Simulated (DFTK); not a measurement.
The system is Au.

```
Au
1.0
    -0.04177    1.95347    2.18363
     2.02130    0.08375    2.05811
     2.13229    1.93894   -0.02724
Au
1
Direct
  0.00000 0.00000 0.00000
```

This isn't the form of Au at room conditions, which is fcc.

Base run:

```yaml
Program: DFTK 0.8.2
Functional: PBE
Potentials_or_basis: dojo.nc.sr.pbe.v0_4_1.standard.upf (PBE)
Cutoff: 1034 eV
k_mesh: 8 × 8 × 8
Occupations: fermi-dirac, width 0.05 eV
Spin: no spin polarisation
```

Its results: band gap on the k mesh none (metal or under the smearing width); pressure 10.1 GPa.

Problem. After a change of settings the same cell gave: band gap on the k mesh none (metal or under the smearing width); pressure 15.3 GPa. Which change was it?
A. potentials or basis from dojo.nc.sr.pbe.v0_4_1.standard.upf (PBE) to cp2k.nc.sr.pbe.v0_1.semicore.gth (PBE, GTH); cutoff from 1034 eV to 1197 eV; valence electrons from 19 to 11
B. potentials or basis from dojo.nc.sr.pbe.v0_4_1.standard.upf (PBE) to SPMS 1.0 (PBE); cutoff from 1034 eV to 1225 eV
C. potentials or basis from dojo.nc.sr.pbe.v0_4_1.standard.upf (PBE) to dojo.nc.sr.pbe.v0_5.stringent.upf (PBE)
D. potentials or basis from dojo.nc.sr.pbe.v0_4_1.standard.upf (PBE) to dojo.nc.sr.pbe.v0_5.standard.upf (PBE)

Solution. A.

Caveats: GTH potentials come without recommended cutoffs, and this one wasn't checked for convergence (some runs).
